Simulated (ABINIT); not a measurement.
# C (Fd-3m) in ABINIT: a series of runs

The runs below take C through equation of state, band structure, with PBE.

Program: ABINIT 10.8.3 (patched build). These are calculated values, not measurements. Logs are shortened: lines on timing, memory, paths and dates and some standing lists are left out, and cuts for length are marked. The log counts tension as positive stress, the text compression.

**Measured values to compare with.**

From “Equation of state of cubic boron nitride at high pressures and temperatures”, 2007, arxiv:cond-mat/0702656, for a bulk crystal of C: bulk modulus 444.8 ± 0.8 GPa.

The results are compared with them further down.

### 1 The structure

The structure is cubic, space group Fd-3m (No. 227). Conventional cell: a = 3.567 Å, b = 3.567 Å, c = 3.567 Å, α = 90.00°, β = 90.00°, γ = 90.00°. C (site symmetry -43m) is surrounded by 4 C at 1.54 Å.

This isn't the form of C at room conditions, which is graphite.

### 2 Equation of state, PBE

The input, run.abi:

```
# Datasets: one volume each
ndtset 7
getwfk -1
scalecart1 3*0.9795861087
scalecart2 3*0.9864848297
scalecart3 3*0.9932883884
scalecart4 3*1.0000000000
scalecart5 3*1.0066227096
scalecart6 3*1.0131594038
scalecart7 3*1.0196128224

# Pseudopotentials
pp_dirpath "./"
pseudos "C.GGA_PBE-JTH.xml"

# Structure
acell 3*1.0 Angstrom
rprim
     0.0000000000     1.7833700000     1.7833700000
     1.7833700000     0.0000000000     1.7833700000
     1.7833700000     1.7833700000     0.0000000000
ntypat 1
znucl 6
natom 2
typat 1 1
xred
     0.7500000000     0.7500000000     0.7500000000
     0.5000000000     0.5000000000     0.5000000000

# Plane-wave basis
ecut 15.0
pawecutdg 30.0

# k points
kptopt 1
ngkpt 13 13 13
nshiftk 1
shiftk 0.0 0.0 0.0

# Exchange and correlation
ixc 11

# Bands and occupations
nband 8
occopt 3
tsmear 0.05 eV

# SCF cycle
nstep 100
tolvrs 1.0e-9

# Output
iomode 3
prtwf 1
prtden 0
prteig 0
prtebands 0
enunit 1
```

Potentials or basis: JTH PAW PBE v2.0.

Command:

```console
$ abinit run.abi > log 2>&1
```

run.abo:

```text
.Version 10.8.3 of ABINIT
 DATASET    1 : space group Fd -3 m (#227); Bravais cF (face-center cubic)
================================================================================
 Values of the parameters that define the memory need for DATASET  1.
     intxc =       0    ionmov =       0      iscf =      17    lmnmax =       8
     lnmax =       4     mgfft =      18  mpssoang =       2    mqgrid =    3001
     natom =       2  nloc_mem =       2    nspden =       1   nspinor =       1
    nsppol =       1      nsym =      48    n1xccc =       1    ntypat =       1
    occopt =       3   xclevel =       2
       mpw =         206          nfft =        5832          nkpt =          84
 PAW method is used; the additional fine FFT grid is defined by:
   mgfftf=        24    nfftf =     13824
================================================================================
================================================================================
[... 71 lines left out ...]
 DATASET    7 : space group Fd -3 m (#227); Bravais cF (face-center cubic)
================================================================================
 Values of the parameters that define the memory need for DATASET  7.
     intxc =       0    ionmov =       0      iscf =      17    lmnmax =       8
     lnmax =       4     mgfft =      18  mpssoang =       2    mqgrid =    3001
     natom =       2  nloc_mem =       2    nspden =       1   nspinor =       1
    nsppol =       1      nsym =      48    n1xccc =       1    ntypat =       1
    occopt =       3   xclevel =       2
       mpw =         233          nfft =        5832          nkpt =          84
 PAW method is used; the additional fine FFT grid is defined by:
   mgfftf=        24    nfftf =     13824
================================================================================
================================================================================

--------------------------------------------------------------------------------
------------- Echo of variables that govern the present computation ------------
--------------------------------------------------------------------------------
 -outvars: echo values of preprocessed input variables --------
            acell      1.8897261259E+00  1.8897261259E+00  1.8897261259E+00 Bohr
              amu      1.20110000E+01
             ecut      1.50000000E+01 Hartree
           enunit           1
           getwfk          -1
                       outvar_i_n : Printing only first  50 k-points.
              ixc          11
           jdtset        1    2    3    4    5    6    7
                       outvar_i_n : Printing only first  50 k-points.
         kptrlatt       13    0    0      0   13    0      0    0   13
          kptrlen1     6.06933755E+01
          kptrlen2     6.11208078E+01
          kptrlen3     6.15423439E+01
          kptrlen4     6.19581831E+01
          kptrlen5     6.23685142E+01
          kptrlen6     6.27735159E+01
          kptrlen7     6.31733580E+01
            natom           2
            nband           8
           ndtset           7
            ngfft          18      18      18
          ngfftdg          24      24      24
             nkpt          84
            nstep         100
             nsym          48
           ntypat           1
                       prtocc : prtvol=0, do not print more k-points.
           occopt           3
        pawecutdg      3.00000000E+01 Hartree
         pawxcdev           0
           prtden           0
        prtebands           0
           prteig           0
            rprim1     0.0000000000E+00  1.7469644787E+00  1.7469644787E+00
                       1.7469644787E+00  0.0000000000E+00  1.7469644787E+00
                       1.7469644787E+00  1.7469644787E+00  0.0000000000E+00
            rprim2     0.0000000000E+00  1.7592674507E+00  1.7592674507E+00
                       1.7592674507E+00  0.0000000000E+00  1.7592674507E+00
                       1.7592674507E+00  1.7592674507E+00  0.0000000000E+00
            rprim3     0.0000000000E+00  1.7714007132E+00  1.7714007132E+00
                       1.7714007132E+00  0.0000000000E+00  1.7714007132E+00
                       1.7714007132E+00  1.7714007132E+00  0.0000000000E+00
            rprim4     0.0000000000E+00  1.7833700000E+00  1.7833700000E+00
                       1.7833700000E+00  0.0000000000E+00  1.7833700000E+00
                       1.7833700000E+00  1.7833700000E+00  0.0000000000E+00
            rprim5     0.0000000000E+00  1.7951807416E+00  1.7951807416E+00
                       1.7951807416E+00  0.0000000000E+00  1.7951807416E+00
                       1.7951807416E+00  1.7951807416E+00  0.0000000000E+00
            rprim6     0.0000000000E+00  1.8068380860E+00  1.8068380860E+00
                       1.8068380860E+00  0.0000000000E+00  1.8068380860E+00
                       1.8068380860E+00  1.8068380860E+00  0.0000000000E+00
            rprim7     0.0000000000E+00  1.8183469191E+00  1.8183469191E+00
                       1.8183469191E+00  0.0000000000E+00  1.8183469191E+00
                       1.8183469191E+00  1.8183469191E+00  0.0000000000E+00
          spgroup         227
           tolvrs      1.00000000E-09
           tsmear      1.83746611E-03 Hartree
            typat      1  1
           useylm           1
                       outvars : Printing only first  50 k-points.
           xangst1     2.6204467180E+00  2.6204467180E+00  2.6204467180E+00
                       1.7469644787E+00  1.7469644787E+00  1.7469644787E+00
           xangst2     2.6389011761E+00  2.6389011761E+00  2.6389011761E+00
                       1.7592674507E+00  1.7592674507E+00  1.7592674507E+00
           xangst3     2.6571010698E+00  2.6571010698E+00  2.6571010698E+00
                       1.7714007132E+00  1.7714007132E+00  1.7714007132E+00
           xangst4     2.6750550000E+00  2.6750550000E+00  2.6750550000E+00
                       1.7833700000E+00  1.7833700000E+00  1.7833700000E+00
           xangst5     2.6927711124E+00  2.6927711124E+00  2.6927711124E+00
                       1.7951807416E+00  1.7951807416E+00  1.7951807416E+00
           xangst6     2.7102571289E+00  2.7102571289E+00  2.7102571289E+00
                       1.8068380860E+00  1.8068380860E+00  1.8068380860E+00
           xangst7     2.7275203786E+00  2.7275203786E+00  2.7275203786E+00
                       1.8183469191E+00  1.8183469191E+00  1.8183469191E+00
            xcart1     4.9519266246E+00  4.9519266246E+00  4.9519266246E+00
                       3.3012844164E+00  3.3012844164E+00  3.3012844164E+00
            xcart2     4.9868004962E+00  4.9868004962E+00  4.9868004962E+00
                       3.3245336641E+00  3.3245336641E+00  3.3245336641E+00
            xcart3     5.0211933108E+00  5.0211933108E+00  5.0211933108E+00
                       3.3474622072E+00  3.3474622072E+00  3.3474622072E+00
            xcart4     5.0551213217E+00  5.0551213217E+00  5.0551213217E+00
                       3.3700808812E+00  3.3700808812E+00  3.3700808812E+00
            xcart5     5.0885999222E+00  5.0885999222E+00  5.0885999222E+00
                       3.3923999482E+00  3.3923999482E+00  3.3923999482E+00
            xcart6     5.1216437045E+00  5.1216437045E+00  5.1216437045E+00
                       3.4144291363E+00  3.4144291363E+00  3.4144291363E+00
            xcart7     5.1542665184E+00  5.1542665184E+00  5.1542665184E+00
                       3.4361776790E+00  3.4361776790E+00  3.4361776790E+00
             xred      7.5000000000E-01  7.5000000000E-01  7.5000000000E-01
                       5.0000000000E-01  5.0000000000E-01  5.0000000000E-01
            znucl        6.00000

================================================================================

 chkinp: Checking input parameters for consistency, jdtset=   1.

 chkinp: Checking input parameters for consistency, jdtset=   2.
[... 35 lines left out ...]
 getcut: wavevector=  0.0000  0.0000  0.0000  ngfft=  18  18  18
         ecut(hartree)=     15.000   => boxcut(ratio)=   2.21820

 getcut : COMMENT -
  Note that boxcut > 2.2 ; recall that boxcut=Gcut(box)/Gcut(sphere) = 2
  is sufficient for exact treatment of convolution.
  Such a large boxcut is a waste : you could raise ecut
  e.g. ecut=   18.451492 Hartrees makes boxcut=2

 Fine grid specifications (used for densities):

 getcut: wavevector=  0.0000  0.0000  0.0000  ngfft=  24  24  24
         ecut(hartree)=     30.000   => boxcut(ratio)=   2.08491

--- Pseudopotential description ------------------------------------------------
- pspini: atom type   1  psp file is ./C.GGA_PBE-JTH.xml
 Pseudopotential format is: paw10
 basis_size (lnmax)=  4 (lmn_size=  8), orbitals=   0   0   1   1
 Spheres core radius: rc_sph= 1.50736703
 Shapefunction is SIN type: shapef(r)=[sin(pi*r/rshp)/(pi*r/rshp)]**2
 Radius for shape functions =  1.30052589
 Compensation charge density is not taken into account in XC energy/potential

   6.99883411E+01                                ecore*ucvol(ha*bohr**3)
--------------------------------------------------------------------------------

[... 167 lines left out ...]
 getcut: wavevector=  0.0000  0.0000  0.0000  ngfft=  18  18  18
         ecut(hartree)=     15.000   => boxcut(ratio)=   2.20268

 getcut : COMMENT -
  Note that boxcut > 2.2 ; recall that boxcut=Gcut(box)/Gcut(sphere) = 2
  is sufficient for exact treatment of convolution.
  Such a large boxcut is a waste : you could raise ecut
  e.g. ecut=   18.194323 Hartrees makes boxcut=2

 Fine grid specifications (used for densities):

 getcut: wavevector=  0.0000  0.0000  0.0000  ngfft=  24  24  24
         ecut(hartree)=     30.000   => boxcut(ratio)=   2.07033
--------------------------------------------------------------------------------
[... 1017 lines left out ...]
-Cartesian components of stress tensor (GPa)         [Pressure= -2.3748E+01 GPa]
- sigma(1 1)=  2.37479416E+01  sigma(3 2)=  0.00000000E+00
- sigma(2 2)=  2.37479416E+01  sigma(3 1)=  0.00000000E+00
- sigma(3 3)=  2.37479416E+01  sigma(2 1)=  0.00000000E+00

== END DATASET(S) ==============================================================
================================================================================

 -outvars: echo values of variables after computation  --------
            acell      1.8897261259E+00  1.8897261259E+00  1.8897261259E+00 Bohr
           etotal1    -1.1481112117E+01
           etotal2    -1.1482480043E+01
           etotal3    -1.1483284481E+01
           etotal4    -1.1483589661E+01
           etotal5    -1.1483446200E+01
           etotal6    -1.1482890717E+01
           etotal7    -1.1481954036E+01
            fcart1    -7.8301021306E-27  6.5250851088E-27  5.2200680870E-27
                       7.8301021306E-27 -6.5250851088E-27 -5.2200680870E-27
            fcart2     1.6198634125E-27  3.2397268251E-28 -2.9157541426E-27
                      -1.6198634125E-27 -3.2397268251E-28  2.9157541426E-27
            fcart3     0.0000000000E+00  1.2870144875E-27 -2.5740289750E-27
                       0.0000000000E+00 -1.2870144875E-27  2.5740289750E-27
            fcart4    -1.2783765461E-27  1.2783765461E-27 -1.2783765461E-27
                       1.2783765461E-27 -1.2783765461E-27  1.2783765461E-27
            fcart5    -6.3498296529E-27  1.2699659306E-27  3.8098977917E-27
                       6.3498296529E-27 -1.2699659306E-27 -3.8098977917E-27
[... 38 lines left out ...]
                       0.0000000000E+00  0.0000000000E+00  0.0000000000E+00
           xangst1     2.6204467180E+00  2.6204467180E+00  2.6204467180E+00
                       1.7469644787E+00  1.7469644787E+00  1.7469644787E+00
           xangst2     2.6389011761E+00  2.6389011761E+00  2.6389011761E+00
                       1.7592674507E+00  1.7592674507E+00  1.7592674507E+00
           xangst3     2.6571010698E+00  2.6571010698E+00  2.6571010698E+00
                       1.7714007132E+00  1.7714007132E+00  1.7714007132E+00
           xangst4     2.6750550000E+00  2.6750550000E+00  2.6750550000E+00
                       1.7833700000E+00  1.7833700000E+00  1.7833700000E+00
           xangst5     2.6927711124E+00  2.6927711124E+00  2.6927711124E+00
                       1.7951807416E+00  1.7951807416E+00  1.7951807416E+00
           xangst6     2.7102571289E+00  2.7102571289E+00  2.7102571289E+00
                       1.8068380860E+00  1.8068380860E+00  1.8068380860E+00
           xangst7     2.7275203786E+00  2.7275203786E+00  2.7275203786E+00
                       1.8183469191E+00  1.8183469191E+00  1.8183469191E+00
             xred      7.5000000000E-01  7.5000000000E-01  7.5000000000E-01
                       5.0000000000E-01  5.0000000000E-01  5.0000000000E-01
 Calculation completed.
```

Wall time 25 s (1 thread of Arm Neoverse V1, shared host); peak memory 0.11 GiB.

What came out:

| Property | Result |
| --- | --- |
| Equilibrium volume | 5.69 Å³/atom |
| Bulk modulus | 431 GPa |
| Pressure derivative of the bulk modulus | 3.9 (rough: it moves with the points fitted) |

Energy against volume, from the lowest point:
```
volume (Å³/atom)  energy (meV/atom)
           5.332              33.71
           5.445              15.10
           5.558               4.15
           5.672               0.00
           5.785               1.95
           5.899               9.51
           6.012              22.25
```

Caveat: the cutoff is too short for stress, so the log's stress isn't used; pressures at fixed basis lie under the slope of the energies; the atomic spheres overlap.

### 3 Band structure, PBE

The input, run.abi:

```
# Datasets: ground state, then fixed potential
ndtset 2

# Pseudopotentials
pp_dirpath "./"
pseudos "C.upf"

# Structure
acell 3*1.0 Angstrom
rprim
     0.0000000000     1.7833700000     1.7833700000
     1.7833700000     0.0000000000     1.7833700000
     1.7833700000     1.7833700000     0.0000000000
ntypat 1
znucl 6
natom 2
typat 1 1
xred
     0.7500000000     0.7500000000     0.7500000000
     0.5000000000     0.5000000000     0.5000000000

# Plane-wave basis
ecut 1115.666836 eV

# Exchange and correlation
ixc 11

# Bands and occupations
occopt 3
tsmear 0.05 eV

# SCF cycle
nstep 100

# Output
iomode 3
prtwf 0
prteig 0
prtebands 0
enunit 1
prtden1 1

# Dataset 1
kptopt1 1
ngkpt1 13 13 13
nshiftk1 1
shiftk1 0.0 0.0 0.0
nband1 8
tolvrs1 1.0e-10

# Dataset 2: bands along G-X-W-K-G-L-U-W-L-K
iscf2 -2
getden2 1
nband2 12
nbdbuf2 2
tolwfr2 1.0e-12
kptopt2 -9
ndivsm2 5
prteig2 1
prtvol2 -3
kptbounds2
     0.0000000000     0.0000000000     0.0000000000
     0.5000000000     0.0000000000     0.5000000000
     0.5000000000     0.2500000000     0.7500000000
     0.3750000000     0.3750000000     0.7500000000
     0.0000000000     0.0000000000     0.0000000000
     0.5000000000     0.5000000000     0.5000000000
     0.6250000000     0.2500000000     0.6250000000
     0.5000000000     0.2500000000     0.7500000000
     0.5000000000     0.5000000000     0.5000000000
     0.3750000000     0.3750000000     0.7500000000
```

Potentials or basis: PseudoDojo NC SR PBE v0.5 stringent.

Command:

```console
$ abinit run.abi > log 2>&1
```

It took 25 s on 1 thread of Arm Neoverse V1, shared host; peak memory 0.11 GiB.

The run converged. Its results:

| Quantity | Value |
| --- | --- |
| Free energy | -327.5606 eV |
| Pressure | 1.9 GPa |
| Band gap on the k mesh | 4.20 eV, indirect (least direct gap 5.62 eV) |
| Band gap along the path | 4.18 eV, indirect (least direct gap 5.62 eV) |
| All electrons inside the program's atomic spheres | C 4.67, 4.71 (radii [1.0584] Å) |

Levels at the corners of the path, in eV from the valence-band top:
```
point  band 2  band 3  band 4  band 5  band 6  band 7
    Γ    0.00    0.00    0.00    5.62    5.62    5.62
    X  -12.78   -6.32   -6.32    4.83    4.83   16.81
    W  -11.99   -8.33   -8.33   10.68   10.68   12.35
    K  -11.74   -9.33   -5.38    5.74   10.80   14.39
    Γ    0.00    0.00    0.00    5.62    5.62    5.62
    L  -13.39   -2.81   -2.81    8.52    8.52    8.89
    U  -11.74   -9.33   -5.38    5.74   10.80   14.39
    W  -11.99   -8.33   -8.33   10.68   10.68   12.35
    L  -13.39   -2.81   -2.81    8.52    8.52    8.89
    K  -11.74   -9.33   -5.38    5.74   10.80   14.39
```

### 4 Against experiment

Step 2. A measured bulk modulus of C is 444.8 GPa (quoted in “Equation of state of cubic boron nitride at high pressures and temperatures”, 2007, arxiv:cond-mat/0702656); the calculated 431 GPa misses it by -3.2 %. 3 values of this kind are on record (442 to 444.8 GPa); this one was drawn at random among those near their median, those with a stated uncertainty first. The fit is for a static lattice scaled at fixed shape and fixed fractional positions. The cell as given is a measured one (5.67 Å³/atom); PBE puts the equilibrium volume +0.3 % from it, thermal expansion not counted.
